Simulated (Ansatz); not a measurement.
Space group I-42d (No. 122). a = 5.027 Å, b = 5.027 Å, c = 7.379 Å, α = 90.00°, β = 90.00°, γ = 90.00°
```
atom  site  symmetry       x       y       z
  Si    4a      -4..  0.0000  0.0000  0.0000
   O    8d       .2.  0.2500  0.5919  0.3750
```

Equation of state of this SiO2 structure (not necessarily the ground state), with shape and atoms relaxed at each volume where symmetry leaves them free. These are results of DFT PBE, scalar-relativistic, plane waves, PAW in Ansatz, not measurements.

Settings: cutoff 420 eV, Γ-centred mesh 6×6×6 on the computed 6-atom cell, Gaussian smearing of 0.02 eV; no spin polarisation.

```
V (Å³/atom)  E − E(largest V) (meV/atom)  P (GPa)  gap on mesh (eV)
     13.677                         8.89     3.59              6.16
     14.143                         0.09     2.57              6.05
     14.610                        -5.91     1.64              5.94
     15.076                        -9.33     0.82              5.84
     15.542                       -10.49     0.00              5.73
     16.009                        -9.53    -0.68              5.63
     16.475                        -6.64    -1.31              5.53
     17.096                         0.00    -2.15              5.40
```

Q: Fit a third-order Birch–Murnaghan equation, E = E0 + (9V0B0/16)·[(x − 1)³B0' + (x − 1)²(6 − 4x)] with x = (V0/V)^(2/3), to E(V).

A: V0 = 15.55 Å³/atom, B0 = 24 GPa, B0' = 2.1.

It was relaxed from a cell as deposited in COD.
